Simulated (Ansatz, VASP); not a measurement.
# Sb2Au in two plane-wave programs

Wanted: the spread between two codes on one cell, functional and k mesh. The cell is taken from a series of VASP runs on this material, whose earlier steps may have relaxed, scaled or displaced it; both programs get it as it stands.

Main program and level: Ansatz 0.2.0; plane waves, with VASP 6.6.1 beside it; relaxation of cell and atoms at PBEsol.

**1. The starting structure**

Symmetry: Fm-3m, No. 225, cubic system. The conventional cell has a = 6.771 Å, b = 6.771 Å, c = 6.771 Å, α = 90.00°, β = 90.00°, γ = 90.00°. Nearest to Au lie 8 Sb at 2.93 Å. Nearest to Sb lie 4 Au at 2.93 Å. Farther neighbours are not listed.

**2. VASP: relaxation of cell and atoms, PBEsol**

The relaxed volume is the usual yardstick between codes: its relative difference is about their pressure difference at one cell divided by the bulk modulus.

Lines of VASP's logs that name or quote its potential files are left out, and so is its time.

INCAR reads:

```
SYSTEM = Sb2Au
PREC = Accurate
ENCUT = 520
EDIFF = 1E-07
NELM = 100
ISMEAR = 1
SIGMA = 0.15
LREAL = .FALSE.
ALGO = Normal
GGA = PS
NBANDS = 16
LASPH = .TRUE.
LORBIT = 11
LWAVE = .FALSE.
LCHARG = .FALSE.
KPAR = 4
IBRION = 2
NSW = 50
ISIF = 3
EDIFFG = -0.005
```

POSCAR reads:

```
Sb2Au
1.0
    0.0000000000      3.3854679196      3.3854679196
    3.3854679196      0.0000000000      3.3854679196
    3.3854679196      3.3854679196      0.0000000000
Au Sb
1 2
Direct
    0.0000000000      0.0000000000      0.0000000000
    0.7500000000      0.7500000000      0.7500000000
    0.2500000000      0.2500000000      0.2500000000
```

KPOINTS reads:

```
Automatic mesh
0
Gamma
12 12 12
0 0 0
```

Potentials, in the order of the species: Au and Sb (PBE family, release 64).

On the command line:

```sh
> mpirun -np 4 vasp_std
```

Numbers of over 12 decimals in the logs are rounded to 6 here.

Log:

```text
[banner, memory and clock lines left out]
running    4 mpi-ranks, on    1 nodes
 distrk:  each k-point on    1 cores,    4 groups
 distr:  one band on    1 cores,    1 groups

 POSCAR found type information on POSCAR AuSb
 POSCAR found :  2 types and       3 ions
|                                                                             |
|               ----> ADVICE to this user running VASP <----                  |
|                                                                             |
|     You enforced a specific xc type in the INCAR file but a different       |
|     [... a line on the potential file left out ...]
|     I HOPE YOU KNOW WHAT YOU ARE DOING!                                     |
|                                                                             |

 LDA part: xc-table for (Slater+PW92), standard interpolation
 POSCAR, INCAR and KPOINTS ok, starting setup
 FFT: planning ... GRIDC
 FFT: planning ... GRID_SOFT
 FFT: planning ... GRID
 WAVECAR not read
 entering main loop
       N       E                     dE             d eps       ncg     rms          rms(c)
DAV:   1     0.109128540026E+03    0.10913E+03   -0.81429E+03  2304   0.107E+03
DAV:   2    -0.961942001614E+01   -0.11875E+03   -0.11459E+03  2912   0.206E+02
DAV:   3    -0.135609546131E+02   -0.39415E+01   -0.39105E+01  2712   0.418E+01
DAV:   4    -0.135922612528E+02   -0.31307E-01   -0.31297E-01  2920   0.420E+00
DAV:   5    -0.135927466438E+02   -0.48539E-03   -0.48538E-03  2896   0.495E-01    0.762E+00
DAV:   6    -0.129675255633E+02    0.62522E+00   -0.44027E+00  2544   0.197E+01    0.648E+00
DAV:   7    -0.129002852462E+02    0.67240E-01   -0.29290E-01  2440   0.555E+00    0.347E+00
DAV:   8    -0.128850348740E+02    0.15250E-01   -0.63922E-02  2744   0.176E+00    0.388E-01
DAV:   9    -0.128817704764E+02    0.32644E-02   -0.14247E-02  2552   0.125E+00    0.171E-01
DAV:  10    -0.128818041765E+02   -0.33700E-04   -0.82217E-04  2816   0.187E-01    0.464E-02
DAV:  11    -0.128817909361E+02    0.13240E-04   -0.11343E-04  2840   0.104E-01    0.137E-02
DAV:  12    -0.128817912887E+02   -0.35262E-06   -0.94218E-06  2576   0.240E-02    0.794E-03
DAV:  13    -0.128817909484E+02    0.34025E-06   -0.20178E-06  2904   0.127E-02    0.277E-03
DAV:  14    -0.128817910096E+02   -0.61176E-07   -0.18404E-07  2216   0.294E-03
   1 F= -.12881791E+02 E0= -.12881447E+02  d E =-.128818E+02
 curvature:   0.00 expect dE= 0.000E+00 dE for cont linesearch  0.000E+00
 trial: gam= 0.00000 g(F)=  0.886E-47 g(S)=  0.153E-05 ort = 0.000E+00 (trialstep = 0.100E+01)
 search vector abs. value=  0.153E-05
 reached required accuracy - stopping structural energy minimisation
```

OUTCAR, selected parts (step 2):

```text
ion  position               nearest neighbor table
   1  0.000  0.000  0.000-   2 2.93   2 2.93   2 2.93   2 2.93   3 2.93   3 2.93   3 2.93   3 2.93

  LATTYP: Found a face centered cubic cell.
 ALAT       =     6.7709358392

 Subroutine GETGRP returns: Found 48 space group operations
 (whereof 48 operations were pure point group operations)

The static configuration has the point symmetry O_h .

 Found     72 irreducible k-points:

   k-points           NKPTS =     72   k-points in BZ     NKDIM =     72   number of bands    NBANDS=     16

   dimension x,y,z NGX =    36 NGY =   36 NGZ =   36
   dimension x,y,z NGXF=    72 NGYF=   72 NGZF=   72

   ENCUT  =  520.0 eV  38.22 Ry    6.18 a.u.   8.90  8.90  8.90*2*pi/ulx,y,z

   NELECT =      21.0000    total number of electrons

 k-points in reciprocal lattice and weights: Automatic mesh
   0.00000000  0.00000000  0.00000000       0.001
   0.08333333  0.00000000  0.00000000       0.005
   0.16666667  0.00000000  0.00000000       0.005
   0.25000000  0.00000000  0.00000000       0.005
   0.33333333  0.00000000  0.00000000       0.005
   0.41666667  0.00000000  0.00000000       0.005
   0.50000000  0.00000000  0.00000000       0.002
   0.08333333  0.08333333  0.00000000       0.003
   0.16666667  0.08333333  0.00000000       0.014
[...]
-0.33333333  0.50000000  0.16666667       0.007
  -0.25000000  0.50000000  0.25000000       0.003

 average (electrostatic) potential at core
       1 -66.5085       2 -85.1633       3 -85.1633

 E-fermi :   7.9517

 k-point     1 :       0.0000    0.0000    0.0000
  band No.  band energies     occupation
    ...
      6       2.8636      2.00000
      7       2.8636      2.00000
      8       7.6502      2.01545
      9       7.6502      2.01545
     10       7.6502      2.01545
     11       8.5139     -0.00000
     12       8.5139     -0.00000
     13       8.5139     -0.00000
     14       9.2296     -0.00000
     15      10.6036     -0.00000
    ...

 k-point     2 :       0.0833    0.0000    0.0000
  band No.  band energies     occupation
    ...
      6       2.8544      2.00000
      7       2.8544      2.00000
      8       6.9096      2.00000
      9       7.4517      2.00003
     10       7.4517      2.00003
     11       8.2088     -0.03588
     12       8.5397     -0.00000
     13       8.5397     -0.00000
     14       9.9026     -0.00000
     15      10.7627     -0.00000
    ...

 k-point     3 :       0.1667    0.0000    0.0000
  band No.  band energies     occupation
    ...
      7       2.8339      2.00000
      8       5.7594      2.00000
      9       7.0315      2.00000
     10       7.0315      2.00000
     11       7.9084      1.46769
     12       8.5011     -0.00000
     13       8.5011     -0.00000
     14      10.1737     -0.00000
     15      11.2261      0.00000
     16      11.2261      0.00000

  Total        0.0056354      0.0056354      0.0056354      0.0000000      0.0000000     -0.0000000
  in kB        0.1163453      0.1163453      0.1163453      0.0000000      0.0000000     -0.0000000
  external PRESSURE =       0.1163453 kB  Pullay stress =       0.0000000 kB

  energy-cutoff  :      520.00
  volume of cell :       77.60
      direct lattice vectors                 reciprocal lattice vectors
     0.000000000  3.385467920  3.385467920    -0.147690072  0.147690072  0.147690072
     3.385467920  0.000000000  3.385467920     0.147690072 -0.147690072  0.147690072
     3.385467920  3.385467920  0.000000000     0.147690072  0.147690072 -0.147690072

 POSITION                                       TOTAL-FORCE (eV/Angst)
 -----------------------------------------------------------------------------------
      0.00000      0.00000      0.00000        -0.000000     -0.000000     -0.000000
      5.07820      5.07820      5.07820        -0.000000     -0.000000     -0.000000
      1.69273      1.69273      1.69273         0.000000      0.000000      0.000000
 -----------------------------------------------------------------------------------
    total drift:                               -0.000000      0.000000      0.000000

  FREE ENERGIE OF THE ION-ELECTRON SYSTEM (eV)
  ---------------------------------------------------
  free  energy   TOTEN  =       -12.8817910096 eV

  energy  without entropy=      -12.8807588751  energy(sigma->0) =      -12.88144696

 reached required accuracy - stopping structural energy minimisation

 total charge
# of ion       s       p       d       tot
------------------------------------------
    1        0.607   0.403   8.670   9.680
    2        1.267   1.045   0.039   2.351
    3        1.267   1.045   0.039   2.351
--------------------------------------------------
tot          3.142   2.493   8.747  14.383

[... 3 further parts left out ...]
```

CONTCAR:

```
Sb2Au
   1.00000000000000
     0.0000000000000000    3.3854679195999999    3.3854679195999999
     3.3854679195999999    0.0000000000000000    3.3854679195999999
     3.3854679195999999    3.3854679195999999    0.0000000000000000
  Au              Sb
     1     2
Direct
     0.0000000000000000    0.0000000000000000    0.0000000000000000
     0.7500000000000000    0.7500000000000000    0.7500000000000000
     0.2500000000000000    0.2500000000000000    0.2500000000000000
```

**3. Ansatz: relaxation of cell and atoms, PBEsol**

Ansatz runs on its default PAW (the set named soft_2) files.

The same cell, functional, mesh and smearing now go to Ansatz, which takes its cutoff from its data sets.

input.yaml reads:

```yaml
crystal:
  lattice:
    - [0.0, 3.3854679196, 3.3854679196]
    - [3.3854679196, 0.0, 3.3854679196]
    - [3.3854679196, 3.3854679196, 0.0]
  atoms:
    - { symbol: Au, position: [0.0, 0.0, 0.0] }
    - { symbol: Sb, position: [0.75, 0.75, 0.75] }
    - { symbol: Sb, position: [0.25, 0.25, 0.25] }
hamiltonian:
  xc: pbesol
  pseudopotentials: { kind: paw }
kpoints:
  mp_grid: { grid: [12, 12, 12] }
scf:
  occupations: { method: methfessel_paxton, width: 0.15 }
relax:
  f_tol: 0.01
  max_steps: 60
  cell: { stress_tol: 0.05 }
output:
  forces: true
  stress: true
```

On the command line:

```sh
> ansatz run input.yaml --threads 4 --pin off --max-ram 9216MiB --backend cpu --events-out ev --progress --plain --runs-dir out
```

Log:

```text
Engine: ansatz 0.2.0, aarch64-unknown-linux-gnu
Pseudopotentials: kind: paw
Pseudopotential: Au, paw, valence charge 19, recommended cutoff 420 eV (normal), Au.paw.azcp
Pseudopotential: Sb, paw, valence charge 15, recommended cutoff 420 eV (normal), Sb.paw.azcp
Functional definition: PBEsol
  exchange = pbesol_x
  correlation = pbesol_c
Crystal: 3 atoms, lattice volume = 77.604 Å³
Basis set: ecut = 420 eV, 1471 PW (Γ), exchange–correlation on 72×72×72 points (8 copies of the dense FFT grid, shifted against one another)
Bands: 30, of which v1, the nominal top of the filled ones, is band 25 counted from 1 (24 counted from 0)
Symmetry: 48 space group operations
Space group: Fm-3m (ITA 225), of the structure as read, at distance tolerance 4.3e-5 Å
k-points: 72 of 1728
Non-local potential: Au, projectors of the file, l = 0: 3, l = 1: 2, l = 2: 2, l = 3: 1
Non-local potential: Sb, projectors of the file, l = 0: 2, l = 1: 2, l = 2: 2, l = 3: 2
PAW form: soft (Blöchl's): semilocal exchange-correlation on the pseudo side does not see the compensation charge
PAW frozen core: Au, regenerated for the run's functional, and the local potential with it (the file was generated under x = pbe(κ = 0.804, μ = 0.219515), c = pbe(β = 0.066725))
PAW frozen core: Sb, regenerated for the run's functional, and the local potential with it (the file was generated under x = pbe(κ = 0.804, μ = 0.219515), c = pbe(β = 0.066725))
PAW one-centre angular grid: Au, 590 points (default); XC on 64 Gauss nodes
PAW one-centre angular grid: Sb, 590 points (default); XC on 64 Gauss nodes
Initial density: superposition of atomic densities (neutral atoms: chi_scale 0, normalization atom), corrected by the library's trained network
Initial wavefunctions: pseudopotential atomic-orbital guess
Functional: x = pbesol(κ = 0.804, μ = 0.123457), c = pbesol(β = 0.046)
SCF iter   1: F=—  HF=-25823.091425 eV  |F-HF|=—  |Δ(HF+E_count)|=         —  Δρ=5.32e-3  dr2=2.54e-2  ethr=1.77e-3  ⟨swp⟩=6.2  Hψ=9008  notcnv=0
preconditioner: auto → LDOS  [metal: Δε(μ)=0.058 eV  Ē_g=8.607 eV  σ=0.150 eV  W_gap=0.32  n_scr=14 (ndim 8)  ℏωp=19.3 eV  f_vac=0.042  D(μ)=1.41/eV (n_scr^D=8)  β→1.0]
SCF iter   2: F=—  HF=-25823.087783 eV  |F-HF|=—  |Δ(HF+E_count)|=   3.64e-3  S|Δr|=    0.00e0  Δρ=2.74e-3  dr2=5.07e-3  ethr=5.18e-5  ⟨swp⟩=2.4  Hψ=4395  notcnv=0
SCF iter   3: F=—  HF=-25823.086210 eV  |F-HF|=—  |Δ(HF+E_count)|=   1.57e-3  S|Δr|=    0.00e0  Δρ=5.14e-4  dr2=1.82e-4  ethr=1.04e-5  ⟨swp⟩=2.0  Hψ=3808  notcnv=0
SCF iter   4: F=—  HF=-25823.086158 eV  |F-HF|=—  |Δ(HF+E_count)|=   5.24e-5  S|Δr|=    0.00e0  Δρ=5.81e-5  dr2=2.25e-6  ethr=3.72e-7  ⟨swp⟩=2.0  Hψ=3727  notcnv=0
SCF iter   5: F=—  HF=-25823.086165 eV  |F-HF|=—  |Δ(HF+E_count)|=   7.13e-6  S|Δr|=    0.00e0  Δρ=9.58e-6  dr2=3.63e-8  ethr=2.04e-10  ⟨swp⟩=4.0  Hψ=9231  notcnv=0
SCF iter   6: F=-25823.086165 eV  HF=-25823.086165 eV  |F-HF|=3.60e-10  |Δ(HF+E_count)|=   6.40e-9  S|Δr|=    0.00e0  Δρ=1.90e-6  dr2=1.53e-9  ethr=7.41e-11  ⟨swp⟩=2.1  Hψ=7810  notcnv=0
SCF 1 converged in 6 iterations: F = -25823.086165 eV  dr2 = 1.53e-9
  greatest PAW one-centre occupation: 1.001 electrons in one spin orbital (limit 2), on the Au atom at site 0 (counted from 0), in its partial waves of l = 0
relax step   1: F+E_penalty+E_count = -25823.08616478 eV  Δ(F+E_penalty+E_count) = +0.000e0 eV  max|allowed force component| = 1.947e-17 eV/Å  Δτ_max = 0.0000 Å  P = +0.126 GPa  Ω = 77.604 Å³  (6 SCF iters, dr2 threshold 1.00e-7 eV, accepted)
[...]
relax step   2: F+E_penalty+E_count = -25823.08609107 eV  Δ(F+E_penalty+E_count) = +7.372e-5 eV  max|allowed force component| = 2.544e-17 eV/Å  Δτ_max = 0.0000 Å  P = -0.143 GPa  Ω = 77.856 Å³  energy of the carried Pulay correction = -5.991e-5 eV  (5 SCF iters, dr2 threshold 3.96e-8 eV, rejected (line search))
[...]
relax step   3: F+E_penalty+E_count = -25823.08618279 eV  Δ(F+E_penalty+E_count) = -1.801e-5 eV  max|allowed force component| = 1.010e-16 eV/Å  Δτ_max = 0.0000 Å  P = -0.000 GPa  Ω = 77.722 Å³  energy of the carried Pulay correction = -2.806e-5 eV  (6 SCF iters, accepted)
[...]
relax step   4: F+E_penalty+E_count = -25823.08622069 eV  Δ(F+E_penalty+E_count) = -3.790e-5 eV  max|allowed force component| = 8.635e-17 eV/Å  Δτ_max = 0.0000 Å  P = -0.001 GPa  Ω = 77.722 Å³  stress off target by 8.06e-4 GPa  SCF on the basis re-selected at this cell (its energy is not comparable with the rows above)  (3 SCF iters)
basis re-selected at this cell: Δ(F+E_penalty+E_count) = -3.790e-5 eV, ΔP = -0.000 GPa vs the last step (what re-selecting the basis moved, of the pressure what is left beyond the Pulay correction that the steps carried, after the strain that the cell walked since its last selection, with what the two solves' SCF thresholds leave and, on support functions, any second-order correction that the steps lacked; it is no m [...]
SCF converged after 3 iterations
Stability not checked: this state was not tested for a lower state beside it, because cold or Methfessel-Paxton smearing, or corrected tetrahedra, fill the levels in a way that the test cannot read (fill_not_monotonic; see scf.lower_state_search)
Free energy (F): -25823.086221 eV
Harris-Foulkes:  -25823.086221 eV  (|F-HF|=1.82e-11)
Internal energy: -25823.085064 eV  (E = F + TS)
E sigma→0 (E₀):  -25823.085931 eV
Entropy (-TS):   -0.001157 eV (-0.386 meV/atom)
Fermi energy:    12.555692 eV
--- Per-component energies (eV) ---
  E_band       = -649.774120
  E_kinetic    = 1018.765477
  E_local      = -5617.283175  (includes V_loc(G=0)·N_el)
  E_nonlocal   = 802.645550
  E_hartree    = 2480.827357
  E_xc         = -502.312987
  E_vxc        = -468.711690  (∫ρ·V_xc dr)
  E_paw        = -18562.048906  (= ΣΔE_a)
  E_vpaw       = -1346.846092  (= ΣTr[D̂ρ^β])
  E_aug_tail   = 0.001351  (compensation charges beyond the density's cutoff)
  E_ewald      = -5444.652924
  E_core_change = 0.973193  (= ΣΔE_core)
  E_smearing   = -0.001157  (= −TS)
  E_closure    = -0.000000  (closes the sum)
  Σ components = -25823.086221   (vs F -25823.086221, Δ=0.00e0)
--- Forces (eV/Å), atoms counted from 1 ---
  atom   1  Au    -0.00000000     0.00000000     0.00000000
  atom   2  Sb     0.00000000     0.00000000     0.00000000
  atom   3  Sb    -0.00000000    -0.00000000    -0.00000000
  max |Σ_I F_I| component: 1.02e-16 eV/Å
--- Stress (GPa, compression-positive) ---
       -0.000806      -0.000000      -0.000000
       -0.000000      -0.000806      -0.000000
       -0.000000      -0.000000      -0.000806
  P = ⅓ Tr σ = -0.0008 GPa (-0.008 kbar)
--- Relaxed structure (3 steps of the walk, 2 accepted, 1 SCFs on fresh bases) ---
  F+E_penalty+E_count = -25823.08622069 eV   max|allowed force component| = 8.635e-17 eV/Å   (the final SCF, on the basis selected at the relaxed cell)
  cell:  # Å, volume = 77.7222 Å³
    - [0, 3.387180, 3.387180]
    - [3.387180, 0, 3.387180]
    - [3.387180, 3.387180, 0]
  atoms:
    - { symbol: Au, position: [0, 0, 0] }
    - { symbol: Sb, position: [0.75, 0.75, 0.75] }
    - { symbol: Sb, position: [0.25, 0.25, 0.25] }
```

Elapsed: 7.6 s, on 4 threads of Arm Neoverse V2, shared host; peak memory 0.48 GiB; 29 s of CPU time.

**4. Comparison**

Known differences besides the potentials themselves: both relaxations stop at a tolerance, which leaves soft axes loose, and VASP keeps its plane-wave basis; the data sets hold 49 valence electrons in Ansatz (default PAW (the set named soft_2) files) and 21 in VASP; the cutoff is 420 eV in Ansatz and 520 eV in VASP; Ansatz makes its cores anew for this functional, VASP keeps those of its PBE data sets; Ansatz adds a Pulay correction to the stress that steers its cell, VASP none. Total energies have different zeros and are not compared.

The two programs side by side:

| quantity | Ansatz | VASP | difference |
| --- | --- | --- | --- |
| volume (Å³) | 77.72 | 77.60 | +0.15 % |
| edge a after relaxation, in the typed setting (Å) | 4.790 | 4.788 | +0.05 % |

The walks stopped with 0.00 GPa left in Ansatz and 0.01 GPa in VASP; each walk ends within a tolerance, so the volume difference is uncertain by about these residues over the bulk modulus, most in soft cells.

**5. Outcome**

```
difference in volume (relaxation of cell and atoms, PBEsol) : 0.15 %
```

The difference in volume is 0.15 % (relaxation of cell and atoms, PBEsol), within the 1.2 % picked in this series as the mark of a large difference, as far as the stopping tolerances let one tell. Such differences can come from data sets, numerical settings and the points named under the comparisons, not from the functional's error against experiment.

[Lines on the potential files, build, host, timing and source positions are cut from VASP's logs without a mark.]

[Logs are printed without paths, hosts, clocks, repeated set-up lines and the standing remarks that a program may print on its own settings, such as how far it seeks lower states.]

[Hosts, paths, dates, database ids (printed as entryN), source tags and the programs' standing remarks are cut or masked in the printed files.]
